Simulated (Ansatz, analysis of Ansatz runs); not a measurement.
# A hop of O in SnO2 (P4_2/mnm), charge +2, part 2 of 4

How high is the barrier when O changes place in SnO2 (P4_2/mnm)? The case: V_O hop (2.6 Å), charge +2, in a cell of 72 host atoms with 1 O taken out.

Ansatz 0.2.0; plane-wave PAW DFT, PBEsol; nudged elastic band between two relaxed defect structures at fixed charge in a uniform background.

So far: The structure; Relaxation of the start point, charge +2; Relaxation of the end point, charge +2.

## (4) Nudged elastic band, charge +2

5 movable images are laid between the ends on a pair-potential path, which keeps atoms from colliding in the first guess. Each image feels the true force across the path and a spring force along it. The highest image is set to climb to the top of the path.

This step: plane-wave PAW DFT, PBEsol; nudged elastic band between two relaxed defect structures at fixed charge in a uniform background.

Contents of qp2.neb/input.yaml:

```yaml
crystal:
  lattice:
    - [9.53680188, 0.0, 0.0]
    - [0.0, 9.53680188, 0.0]
    - [0.0, 0.0, 9.63728464]
  atoms:
    - { symbol: Sn, position: [0.24859989, 0.25087135, 0.16641327] }
    - { symbol: Sn, position: [0.00536836, -0.0052223, 0.00017504] }
    - { symbol: O, position: [0.096524, 0.40460577, 0.1676308] }
    - { symbol: O, position: [0.40098699, 0.09638109, 0.16848881] }
    - { symbol: O, position: [0.15352398, 0.15197966, 0.00013756] }
    - { symbol: O, position: [0.34628443, 0.34785635, 0.00018802] }
    - { symbol: Sn, position: [0.24868746, 0.24994426, 0.50017204] }
    - { symbol: Sn, position: [-0.0046475, 0.00476893, 0.33153893] }
    - { symbol: O, position: [0.09354443, 0.40053654, 0.50016649] }
    - { symbol: O, position: [0.40042646, 0.0958214, 0.50018419] }
    - { symbol: O, position: [0.15288034, 0.15496229, 0.33318932] }
    - { symbol: O, position: [0.34651817, 0.35430999, 0.33612618] }
    - { symbol: Sn, position: [0.24862776, 0.25091013, 0.83390881] }
    - { symbol: Sn, position: [-0.00462325, 0.00479229, 0.66881253] }
    - { symbol: O, position: [0.0964832, 0.40458598, 0.83270644] }
    - { symbol: O, position: [0.40108146, 0.09651333, 0.83187197] }
    - { symbol: O, position: [0.15289971, 0.15498208, 0.66714004] }
    - { symbol: O, position: [0.34652345, 0.35442452, 0.66419623] }
    - { symbol: Sn, position: [0.25166769, 0.74845549, 0.16796382] }
    - { symbol: Sn, position: [-0.00065558, 0.50141359, 0.00016834] }
    - { symbol: O, position: [0.0988249, 0.90131043, 0.17120683] }
    - { symbol: O, position: [0.40531789, 0.59480228, 0.16946335] }
    - { symbol: O, position: [0.155903, 0.65193549, 0.00015736] }
    - { symbol: O, position: [0.34822533, 0.84422914, 0.00019106] }
    - { symbol: Sn, position: [0.23307139, 0.76707986, 0.50017506] }
    - { symbol: Sn, position: [-0.0007381, 0.49949236, 0.33399686] }
    - { symbol: O, position: [0.08806503, 0.9121179, 0.50017564] }
    - { symbol: O, position: [0.16195278, 0.64746833, 0.33940502] }
    - { symbol: O, position: [0.35275633, 0.83804566, 0.33941163] }
    - { symbol: Sn, position: [0.25169224, 0.74847854, 0.83238663] }
    - { symbol: Sn, position: [-0.00071264, 0.49952292, 0.66632393] }
    - { symbol: O, position: [0.09885137, 0.90133489, 0.82914316] }
    - { symbol: O, position: [0.40532248, 0.59480511, 0.83088309] }
    - { symbol: O, position: [0.16207541, 0.64741408, 0.66093923] }
    - { symbol: O, position: [0.35269821, 0.83817225, 0.66094196] }
    - { symbol: Sn, position: [0.75386745, 0.24628491, 0.16468055] }
    - { symbol: Sn, position: [0.49873436, 0.00080283, 0.00017656] }
    - { symbol: O, position: [0.60159009, 0.39858548, 0.15663437] }
    - { symbol: O, position: [0.90472546, 0.0953696, 0.16414754] }
    - { symbol: O, position: [0.65506289, 0.14963365, 0.00017083] }
    - { symbol: O, position: [0.85053135, 0.34506343, 0.00017222] }
    - { symbol: Sn, position: [0.74949118, 0.25065537, 0.50017217] }
    - { symbol: Sn, position: [0.50063026, 0.00085935, 0.33402011] }
    - { symbol: O, position: [0.58739293, 0.41277314, 0.50017257] }
    - { symbol: O, position: [0.9004727, 0.09965346, 0.50017577] }
    - { symbol: O, position: [0.64884641, 0.15986557, 0.33360242] }
    - { symbol: O, position: [0.84037913, 0.35118131, 0.33360426] }
    - { symbol: Sn, position: [0.75386032, 0.24627923, 0.83566308] }
    - { symbol: Sn, position: [0.5006553, 0.00088469, 0.66634798] }
    - { symbol: O, position: [0.60158064, 0.3985753, 0.84371459] }
    - { symbol: O, position: [0.9047602, 0.09540365, 0.83620229] }
    - { symbol: O, position: [0.64894818, 0.15978597, 0.66674021] }
    - { symbol: O, position: [0.8402974, 0.35128655, 0.6667405] }
    - { symbol: Sn, position: [0.74923752, 0.75151689, 0.16643961] }
    - { symbol: Sn, position: [0.49765661, 0.50249046, 0.00017388] }
    - { symbol: O, position: [0.59558015, 0.90368009, 0.1676388] }
    - { symbol: O, position: [0.9036143, 0.59904393, 0.1684713] }
    - { symbol: O, position: [0.65227313, 0.65388047, 0.00016011] }
    - { symbol: O, position: [0.8481861, 0.84660256, 0.00021106] }
    - { symbol: Sn, position: [0.75020224, 0.75145692, 0.50017312] }
    - { symbol: Sn, position: [0.51300141, 0.48707172, 0.31904041] }
    - { symbol: O, position: [0.59963057, 0.90662138, 0.50017832] }
    - { symbol: O, position: [0.90430763, 0.59970428, 0.50016019] }
    - { symbol: O, position: [0.64570535, 0.6536433, 0.33614672] }
    - { symbol: O, position: [0.84518653, 0.84722827, 0.33320838] }
    - { symbol: Sn, position: [0.7492756, 0.75154816, 0.8339341] }
    - { symbol: Sn, position: [0.5130774, 0.48714259, 0.68130748] }
    - { symbol: O, position: [0.59555971, 0.90364245, 0.83271431] }
    - { symbol: O, position: [0.90374907, 0.59914663, 0.83185791] }
    - { symbol: O, position: [0.64582632, 0.65363802, 0.66422291] }
    - { symbol: O, position: [0.84519876, 0.84725069, 0.66715619] }
total_charge: 2
basis:
  ecutwfc: 420
  xc_grid: 2
hamiltonian:
  xc: pbesol
kpoints:
  mp_grid: { grid: [1, 1, 1], shift: [0.25, 0.25, 0.25] }
scf:
  occupations: { method: fixed }
  max_iter: 120
output:
  forces: true
neb:
  images: 5
  f_tol: 0.04
  climbing: true
  initial_path: idpp
  max_iterations: 45
  order_check: false
  final_atoms:
    - { symbol: Sn, position: [0.25011852, 0.24935437, 0.16641068] }
    - { symbol: Sn, position: [-0.0059807, 0.00612501, 0.00017381] }
[... 4 atom lines left out ...]
    - { symbol: Sn, position: [0.24917781, 0.24943758, 0.50017426] }
[... 4 atom lines left out ...]
    - { symbol: O, position: [0.3535074, 0.34727127, 0.33612056] }
[... 5 atom lines left out ...]
    - { symbol: O, position: [0.35362941, 0.34726827, 0.66420509] }
[... 3 atom lines left out ...]
    - { symbol: O, position: [0.39783869, 0.6022971, 0.15668591] }
[... 10 atom lines left out ...]
    - { symbol: O, position: [0.39784115, 0.602302, 0.84366301] }
[... 8 atom lines left out ...]
    - { symbol: Sn, position: [0.76631529, 0.23382849, 0.50017315] }
[... 1 atom line left out ...]
    - { symbol: O, position: [0.41200901, 0.58813429, 0.50017598] }
[... 15 atom lines left out ...]
    - { symbol: Sn, position: [0.7507098, 0.75097007, 0.50017452] }
    - { symbol: Sn, position: [0.48637017, 0.51370082, 0.31908032] }
[... 2 atom lines left out ...]
    - { symbol: O, position: [0.65287088, 0.64652414, 0.33614326] }
[... 2 atom lines left out ...]
    - { symbol: Sn, position: [0.48644218, 0.51377678, 0.68126699] }
[... 2 atom lines left out ...]
    - { symbol: O, position: [0.65286506, 0.64664772, 0.66422653] }
    - { symbol: O, position: [0.846513, 0.84594932, 0.66716903] }
```

The run is started by

```sh
$ ansatz run input.yaml --threads 4 --pin off --max-ram 14131MiB --backend cpu --events-out ev --progress --plain --runs-dir out
```

Numbers of over 12 decimals in the logs are rounded to 6 here.

Log:

```text
[...]
Warning: neb: disabling space-group detection — the band's intermediate images generally break the endpoint symmetry, so the full k-mesh is solved, and no spatial operation symmetrises the density, except that a semilocal band can use its path's symmetry [...]
[...]
parallel-image band execution: 4 concurrent image workers
NEB image 0
Crystal: 71 atoms, lattice volume = 876.517 Å³
Basis set: ecut = 420 eV, 17113 PW (Γ), exchange–correlation on 128×128×144 points (8 copies of the dense FFT grid, shifted against one another)
Bands: 379, of which v1, the nominal top of the filled ones, is band 308 counted from 1 (307 counted from 0)
Symmetry: 1 space group operations
k-points: 1
[...]
SCF iter   1: F=—  HF=-169175.800795 eV  |F-HF|=—  |Δ(HF+E_count)|=         —  Δρ=1.33e-2  dr2=1.59e0  ethr=1.77e-3  ⟨swp⟩=4.0  Hψ=1226  notcnv=0  defer=69
[...]
SCF iter  11: F=-169175.343016 eV  HF=-169175.343016 eV  |F-HF|=7.45e-9  |Δ(HF+E_count)|=   2.33e-9  Δρ=9.85e-7  dr2=8.78e-9  ethr=1.62e-11  ⟨swp⟩=4.0  Hψ=1019  notcnv=0
SCF 1 converged in 11 iterations: F = -169175.343016 eV  dr2 = 8.78e-9
[...]
NSCF: frozen V_eff on 1 k-points
NEB image 6
SCF iter   1: F=—  HF=-169175.801052 eV  |F-HF|=—  |Δ(HF+E_count)|=         —  Δρ=1.33e-2  dr2=1.59e0  ethr=1.77e-3  ⟨swp⟩=4.0  Hψ=1226  notcnv=0  defer=69
[...]
SCF iter  11: F=-169175.343001 eV  HF=-169175.343001 eV  |F-HF|=7.48e-9  |Δ(HF+E_count)|=   1.94e-8  Δρ=9.89e-7  dr2=8.58e-9  ethr=1.62e-11  ⟨swp⟩=2.0  Hψ=1187  notcnv=0
SCF 2 converged in 11 iterations: F = -169175.343001 eV  dr2 = 8.58e-9
[...]
NEB end point (image 0): max|allowed force component| = 2.321e-3 eV/Å (the criterion of neb.relax_end_points is 1.000e-2)
NEB end point (image 6): max|allowed force component| = 5.290e-3 eV/Å (the criterion of neb.relax_end_points is 1.000e-2)
NEB image 1
SCF iter   1: F=—  HF=-169175.313152 eV  |F-HF|=—  |Δ(HF+E_count)|=         —  Δρ=1.32e-2  dr2=1.52e0  ethr=1.77e-3  ⟨swp⟩=4.0  Hψ=1227  notcnv=0  defer=69
[...]
SCF iter  11: F=-169174.872853 eV  HF=-169174.872853 eV  |F-HF|=6.40e-9  |Δ(HF+E_count)|=   5.70e-9  Δρ=8.10e-7  dr2=6.37e-9  ethr=1.62e-11  ⟨swp⟩=4.0  Hψ=1132  notcnv=0
SCF 3 converged in 11 iterations: F = -169174.872853 eV  dr2 = 6.37e-9
NEB image 2
SCF iter   1: F=—  HF=-169174.568894 eV  |F-HF|=—  |Δ(HF+E_count)|=         —  Δρ=1.32e-2  dr2=1.49e0  ethr=1.77e-3  ⟨swp⟩=4.0  Hψ=1231  notcnv=0  defer=69
[...]
SCF iter  11: F=-169174.132542 eV  HF=-169174.132542 eV  |F-HF|=2.44e-9  |Δ(HF+E_count)|=   8.61e-9  Δρ=1.18e-6  dr2=1.21e-8  ethr=1.62e-11  ⟨swp⟩=4.0  Hψ=1136  notcnv=0
SCF 4 converged in 11 iterations: F = -169174.132542 eV  dr2 = 1.21e-8
NEB image 3
SCF iter   1: F=—  HF=-169174.222130 eV  |F-HF|=—  |Δ(HF+E_count)|=         —  Δρ=1.32e-2  dr2=1.48e0  ethr=1.77e-3  ⟨swp⟩=4.0  Hψ=1231  notcnv=0  defer=69
[...]
SCF iter  10: F=-169173.787000 eV  HF=-169173.787000 eV  |F-HF|=3.59e-8  |Δ(HF+E_count)|=   3.03e-8  Δρ=3.17e-6  dr2=7.22e-8  ethr=1.62e-11  ⟨swp⟩=5.0  Hψ=1266  notcnv=0
SCF 5 converged in 10 iterations: F = -169173.787000 eV  dr2 = 7.22e-8
NEB image 4
SCF iter   1: F=—  HF=-169174.569424 eV  |F-HF|=—  |Δ(HF+E_count)|=         —  Δρ=1.32e-2  dr2=1.49e0  ethr=1.77e-3  ⟨swp⟩=4.0  Hψ=1231  notcnv=0  defer=69
[...]
SCF iter  11: F=-169174.133118 eV  HF=-169174.133118 eV  |F-HF|=2.04e-9  |Δ(HF+E_count)|=   8.09e-9  Δρ=1.22e-6  dr2=1.28e-8  ethr=1.62e-11  ⟨swp⟩=4.0  Hψ=1136  notcnv=0
SCF 6 converged in 11 iterations: F = -169174.133118 eV  dr2 = 1.28e-8
NEB image 5
SCF iter   1: F=—  HF=-169175.313877 eV  |F-HF|=—  |Δ(HF+E_count)|=         —  Δρ=1.32e-2  dr2=1.52e0  ethr=1.77e-3  ⟨swp⟩=4.0  Hψ=1227  notcnv=0  defer=69
[...]
SCF iter  11: F=-169174.873488 eV  HF=-169174.873488 eV  |F-HF|=6.34e-9  |Δ(HF+E_count)|=   6.08e-9  Δρ=8.08e-7  dr2=6.33e-9  ethr=1.62e-11  ⟨swp⟩=4.0  Hψ=1129  notcnv=0
SCF 7 converged in 11 iterations: F = -169174.873488 eV  dr2 = 6.33e-9
NEB iter   1: max|band force component| = 3.172e0 eV/Å  barrier→ = 1.5560 eV  barrier← = 1.5560 eV  Δτ_max = 0.0801 Å  (76 SCF iters)
NEB image 1
[...]
iter 1 solved again at ethr=1.00e-5 eV; its pass at ethr=3.10e-3 eV (dr2=6.17e-2 eV) is discarded
[...]
SCF iter   9: F=-169175.007871 eV  HF=-169175.007871 eV  |F-HF|=8.88e-9  |Δ(HF+E_count)|=   6.56e-8  Δρ=1.05e-6  dr2=9.02e-9  ethr=1.62e-11  ⟨swp⟩=3.0  Hψ=1323  notcnv=0
SCF 8 converged in 9 iterations: F = -169175.007871 eV  dr2 = 9.02e-9
NEB image 2
[...]
SCF iter   9: F=-169174.407305 eV  HF=-169174.407305 eV  |F-HF|=9.08e-9  |Δ(HF+E_count)|=   6.10e-8  Δρ=1.22e-6  dr2=1.07e-8  ethr=1.62e-11  ⟨swp⟩=3.0  Hψ=1312  notcnv=0
SCF 9 converged in 9 iterations: F = -169174.407305 eV  dr2 = 1.07e-8
NEB image 3
[...]
SCF iter   9: F=-169174.103627 eV  HF=-169174.103627 eV  |F-HF|=7.71e-9  |Δ(HF+E_count)|=   8.73e-8  Δρ=1.34e-6  dr2=1.36e-8  ethr=1.62e-11  ⟨swp⟩=3.0  Hψ=1321  notcnv=0
SCF 10 converged in 9 iterations: F = -169174.103627 eV  dr2 = 1.36e-8
NEB image 4
[...]
SCF iter   9: F=-169174.407438 eV  HF=-169174.407438 eV  |F-HF|=9.08e-9  |Δ(HF+E_count)|=   6.09e-8  Δρ=1.22e-6  dr2=1.07e-8  ethr=1.62e-11  ⟨swp⟩=3.0  Hψ=1312  notcnv=0
SCF 11 converged in 9 iterations: F = -169174.407438 eV  dr2 = 1.07e-8
NEB image 5
[...]
SCF iter   9: F=-169175.007809 eV  HF=-169175.007809 eV  |F-HF|=8.70e-9  |Δ(HF+E_count)|=   6.38e-8  Δρ=1.04e-6  dr2=8.89e-9  ethr=1.62e-11  ⟨swp⟩=3.0  Hψ=1323  notcnv=0
SCF 12 converged in 9 iterations: F = -169175.007809 eV  dr2 = 8.89e-9
NEB iter   2: max|band force component| = 4.240e-1 eV/Å  barrier→ = 1.2394 eV  barrier← = 1.2394 eV  CI = image 3  Δτ_max = 0.0231 Å  (45 SCF iters)
NEB image 1
[...]
SCF iter   8: F=-169175.034655 eV  HF=-169175.034655 eV  |F-HF|=2.93e-8  |Δ(HF+E_count)|=   1.52e-7  Δρ=3.26e-6  dr2=7.99e-8  ethr=1.62e-11  ⟨swp⟩=4.0  Hψ=1140  notcnv=0
SCF 13 converged in 8 iterations: F = -169175.034655 eV  dr2 = 7.99e-8
NEB image 2
[...]
SCF iter   9: F=-169174.441956 eV  HF=-169174.441956 eV  |F-HF|=1.92e-9  |Δ(HF+E_count)|=   1.18e-8  Δρ=6.44e-7  dr2=2.92e-9  ethr=1.62e-11  ⟨swp⟩=4.0  Hψ=1134  notcnv=0
SCF 14 converged in 9 iterations: F = -169174.441956 eV  dr2 = 2.92e-9
NEB image 3
[...]
SCF 25 converged in 6 iterations: F = -169174.131352 eV  dr2 = 8.83e-8
NEB image 4
[...]
SCF iter   7: F=-169174.453092 eV  HF=-169174.453092 eV  |F-HF|=4.60e-9  |Δ(HF+E_count)|=   4.66e-9  Δρ=1.02e-6  dr2=7.97e-9  ethr=1.62e-11  ⟨swp⟩=4.0  Hψ=1013  notcnv=0
SCF 26 converged in 7 iterations: F = -169174.453092 eV  dr2 = 7.97e-9
NEB image 5
[...]
SCF iter   6: F=-169175.045089 eV  HF=-169175.045089 eV  |F-HF|=5.53e-9  |Δ(HF+E_count)|=   8.47e-8  Δρ=2.32e-6  dr2=4.18e-8  ethr=1.62e-11  ⟨swp⟩=3.0  Hψ=1297  notcnv=0
SCF 27 converged in 6 iterations: F = -169175.045089 eV  dr2 = 4.18e-8
NEB image 1
[...]
NEB image 2
[...]
NEB image 4
[...]
NEB image 5
[...]
NEB image 3
[...]
the band table was solved once a step of the walk had ended and its energy, with any forces and stress, was formed, with the checks that follow a solve (1619 applications of the Hamiltonian). They found nothing against the state; [...]
NEB iter   5: max|band force component| = 2.799e-2 eV/Å  barrier→ = 1.2117 eV  barrier← = 1.2116 eV  CI = image 3  Δτ_max = 0.0000 Å  (32 SCF iters)
SCF converged after 6 iterations
Free energy (F): -169174.131352 eV
[...]
Internal energy: -169174.131352 eV  (E = F + TS)
E sigma→0 (E₀):  -169174.131352 eV
Fermi energy:    8.800982 eV
[...]
--- Forces (eV/Å), atoms counted from 1 ---
  atom   1  Sn     0.00093159     0.00093623    -0.00392747
  atom   2  Sn     0.00227801     0.00234053     0.00278122
  [... 4 atoms left out ...]
  atom   7  Sn     0.00412715     0.00415139    -0.00232487
  [... 4 atoms left out ...]
  atom  12  O     -0.00449789    -0.00449598     0.00845969
  [... 5 atoms left out ...]
  atom  18  O      0.00407410     0.00407289    -0.00438424
  [... 23 atoms left out ...]
  atom  42  Sn    -0.00547259     0.00567352    -0.00333090
  [... 1 atom left out ...]
  atom  44  O      0.01081242     0.01092759    -0.02159461
  [... 15 atoms left out ...]
  atom  60  Sn    -0.00138632    -0.00136288    -0.00738922
  atom  61  Sn    -0.00869907    -0.00849538     0.02057903
  [... 2 atoms left out ...]
  atom  64  O      0.00633313     0.00631017    -0.00024288
  [... 2 atoms left out ...]
  atom  67  Sn    -0.00909483    -0.00888366     0.01466843
  [... 2 atoms left out ...]
  atom  70  O     -0.00355516    -0.00357846    -0.00247649
  [... 1 atom left out ...]
  max |Σ_I F_I| component: 7.84e-6 eV/Å
--- Band table (eV) ---
[...]
this run last wrote the band of iteration 5 to <dir>
--- NEB band (7 images, 5 band iterations, 230 SCF iterations) ---
  forward barrier  = 1.211664 eV
  backward barrier = 1.211649 eV
  climbing image's point = of an order that was not read
  energies are F+E_penalty+E_count in eV, relative to image 0
  image     s (Å)  Δ vs image 0  max|band force component| (eV/Å)
      0    0.0000      0.000000                                 —
      1    0.4534      0.297433                          2.589e-2
      2    0.9065      0.889704                          2.799e-2
  *   3    1.3595      1.211664                          2.159e-2
      4    1.8124      0.889924                          2.776e-2
      5    2.2653      0.297927                          2.552e-2
      6    2.7185      0.000014                                 —
  climbing-image geometry (image 3):
  cell:  # Å, volume = 876.5167 Å³
    - [9.53680188, 0.0, 0.0]
    - [0.0, 9.53680188, 0.0]
    - [0.0, 0.0, 9.63728464]
  atoms:
    - { symbol: Sn, position: [0.247288, 0.248040, 0.166379] }
    - { symbol: Sn, position: [-0.000394, 0.000359, 0.000169] }
    - { symbol: O, position: [0.092572, 0.401034, 0.167793] }
    - { symbol: O, position: [0.400277, 0.093319, 0.167792] }
    - { symbol: O, position: [0.151080, 0.151837, 0.000170] }
    - { symbol: O, position: [0.345657, 0.346407, 0.000185] }
    - { symbol: Sn, position: [0.253790, 0.254542, 0.500161] }
    - { symbol: Sn, position: [0.000332, 0.001082, 0.331691] }
    - { symbol: O, position: [0.094639, 0.401224, 0.500138] }
    - { symbol: O, position: [0.400467, 0.095387, 0.500138] }
    - { symbol: O, position: [0.152771, 0.153528, 0.335514] }
    - { symbol: O, position: [0.347123, 0.347870, 0.326659] }
    - { symbol: Sn, position: [0.247296, 0.248049, 0.833933] }
    - { symbol: Sn, position: [0.000381, 0.001132, 0.668687] }
    - { symbol: O, position: [0.092674, 0.401117, 0.832565] }
    - { symbol: O, position: [0.400360, 0.093422, 0.832566] }
    - { symbol: O, position: [0.152808, 0.153565, 0.664778] }
    - { symbol: O, position: [0.347081, 0.347827, 0.673646] }
    - { symbol: Sn, position: [0.247738, 0.752548, 0.165920] }
    - { symbol: Sn, position: [-0.000535, 0.500528, 0.000163] }
    - { symbol: O, position: [0.096913, 0.903598, 0.168086] }
    - { symbol: O, position: [0.400280, 0.601019, 0.158503] }
    - { symbol: O, position: [0.151870, 0.654401, 0.000182] }
    - { symbol: O, position: [0.345677, 0.848153, 0.000187] }
    - { symbol: Sn, position: [0.238372, 0.761098, 0.500190] }
    - { symbol: Sn, position: [-0.000261, 0.500325, 0.333802] }
    - { symbol: O, position: [0.092764, 0.906624, 0.500188] }
    - { symbol: O, position: [0.164016, 0.646060, 0.337338] }
    - { symbol: O, position: [0.354264, 0.835710, 0.337926] }
    - { symbol: Sn, position: [0.247763, 0.752534, 0.834442] }
    - { symbol: Sn, position: [-0.000204, 0.500294, 0.666532] }
    - { symbol: O, position: [0.096978, 0.903636, 0.832276] }
    - { symbol: O, position: [0.400300, 0.601027, 0.841876] }
    - { symbol: O, position: [0.164109, 0.645999, 0.663028] }
    - { symbol: O, position: [0.354190, 0.835862, 0.662429] }
    - { symbol: Sn, position: [0.751797, 0.248489, 0.165919] }
    - { symbol: Sn, position: [0.499777, 0.000216, 0.000163] }
    - { symbol: O, position: [0.600274, 0.401037, 0.158495] }
    - { symbol: O, position: [0.902842, 0.097660, 0.168088] }
    - { symbol: O, position: [0.653648, 0.152622, 0.000182] }
    - { symbol: O, position: [0.847411, 0.346419, 0.000187] }
    - { symbol: Sn, position: [0.760345, 0.239123, 0.500190] }
    - { symbol: Sn, position: [0.499572, 0.000492, 0.333802] }
    - { symbol: O, position: [0.491347, 0.492098, 0.500184] }
    - { symbol: O, position: [0.905866, 0.093510, 0.500188] }
    - { symbol: O, position: [0.645299, 0.164777, 0.337338] }
    - { symbol: O, position: [0.834960, 0.355013, 0.337925] }
    - { symbol: Sn, position: [0.751783, 0.248514, 0.834442] }
    - { symbol: Sn, position: [0.499541, 0.000549, 0.666532] }
    - { symbol: O, position: [0.600283, 0.401058, 0.841885] }
    - { symbol: O, position: [0.902880, 0.097724, 0.832274] }
    - { symbol: O, position: [0.645238, 0.164870, 0.663029] }
    - { symbol: O, position: [0.835113, 0.354939, 0.662429] }
    - { symbol: Sn, position: [0.751749, 0.752501, 0.166428] }
    - { symbol: Sn, position: [0.499348, 0.500110, 0.000158] }
    - { symbol: O, position: [0.598798, 0.906465, 0.168078] }
    - { symbol: O, position: [0.905708, 0.599546, 0.168076] }
    - { symbol: O, position: [0.653535, 0.654297, 0.000133] }
    - { symbol: O, position: [0.848193, 0.848941, 0.000183] }
    - { symbol: Sn, position: [0.749137, 0.749889, 0.500206] }
    - { symbol: Sn, position: [0.500788, 0.501531, 0.307896] }
    - { symbol: O, position: [0.599835, 0.906665, 0.500175] }
    - { symbol: O, position: [0.905906, 0.600581, 0.500175] }
    - { symbol: O, position: [0.652517, 0.653271, 0.330250] }
    - { symbol: O, position: [0.847357, 0.848103, 0.334304] }
    - { symbol: Sn, position: [0.751784, 0.752537, 0.833909] }
    - { symbol: Sn, position: [0.500809, 0.501552, 0.692385] }
    - { symbol: O, position: [0.598838, 0.906554, 0.832237] }
    - { symbol: O, position: [0.905796, 0.599585, 0.832239] }
    - { symbol: O, position: [0.652609, 0.653363, 0.670146] }
    - { symbol: O, position: [0.847416, 0.848162, 0.666059] }
```

Wall time 16 min (4 threads of Arm Neoverse V1, shared host); peak memory 6.5 GiB.

The path, image by image:

```tsv
image	path (Å)	energy (eV)	O44: x, y, z (Å)
0	0.000	0.0000	5.602, 3.937, 4.820
1	0.453	0.2974	5.342, 4.131, 4.821
2	0.907	0.8897	5.020, 4.398, 4.821
3	1.360	1.2117	4.686, 4.693, 4.820
4	1.812	0.8899	4.391, 5.027, 4.821
5	2.265	0.2979	4.124, 5.349, 4.821
6	2.719	0.0000	3.929, 5.609, 4.820
```

Numbers from this step:

| Property | Result |
| --- | --- |
| free energy | -169174.1314 eV |
| barrier forward | 1.212 eV |
| barrier backward | 1.212 eV |
| end less start | 1.44e-5 eV |
| hop length | 2.365 Å |

Track of the atom that was set to move:

```tsv
image	x (Å)	y (Å)	z (Å)	nearest neighbour	distance (Å)
0	5.602	3.937	4.82	Sn	2.013
1	5.342	4.131	4.821	Sn	1.953
2	5.02	4.398	4.821	Sn	1.883
3	4.686	4.693	4.82	Sn	1.857
4	4.391	5.027	4.821	Sn	1.883
5	4.124	5.349	4.821	Sn	1.953
6	3.929	5.609	4.82	Sn	2.013
```

The band met its tolerance of 0.04 eV/Å after 5 iterations, with image 3 on top (the start counts as 0). O44, which moves farthest between the ends, has 3 Sn at 2.01 to 2.19 Å nearest at the start and 2 Sn at 1.86 Å at the top.

[end of part 2 of 4]

[Logs are printed without paths, hosts, clocks, repeated set-up lines and the standing remarks that a program may print on its own settings, such as how far it seeks lower states.]

[Hosts, paths, dates, database ids (printed as entryN), source tags and the programs' standing remarks are cut or masked in the printed files.]
